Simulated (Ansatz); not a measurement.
# BaTiO3: the gap under pressure

BaTiO3, Pm-3m, a = 3.994 Å. The structure is a Materials Project entry; whether it is the stable form wasn't checked. Ansatz: r2SCAN, PAW, 500 eV, Γ-centred 8×8×8 mesh on 5 atoms, Gaussian smearing 0.02 eV; no spin polarisation. Cell and atoms are relaxed at each pressure, and no other structure is tried, so the rows at high pressure may lie past a change of phase. The gap is sought over the whole zone. The pressures are the targets, met within 0.08 GPa.

| P (GPa) | gap y (eV) |
| --- | --- |
| -1.0 | ? |
| 0.0 | 2.173 |
| 1.0 | 2.186 |
| 4.0 | 2.227 |
| 12.0 | 2.318 |
| 25.0 | 2.402 |
| 50.0 | 2.437 |
| 90.0 | 2.409 |

**Question.** Fit y = E0 + αP + βP² to the other rows and predict the missing gap.

**Answer.** Least squares on the rows shown. y = 2.1883 + 0.0096188 P − 8.0530×10⁻⁵ P². So α = 9.6 meV/GPa, but the rows at 0 and 1 GPa alone give 13 meV/GPa, so the parabola doesn't give the slope at zero pressure. With a term in P³ added, the coefficient of P becomes 0.01495, 55 % more, which shows how far this figure hangs on the form. At P = -1.0 the fit asked for gives 2.179 eV. The run gave 2.160 eV, so the fit is 0.019 eV too high, within the rms miss on the fitted rows (0.019 eV): the form describes this series only roughly. Note that among the fitted rows a band edge sits at another point of the zone at 25, 50, 90 GPa than at zero pressure, so one curve spans more than one gap.

Spin-orbit coupling is left out, which matters for the bands of heavy elements. Semilocal functionals give gaps under the measured ones; changes of the gap mostly carry over better.

Symmetry holds off the tilts and polar distortions that many cubic perovskites undergo.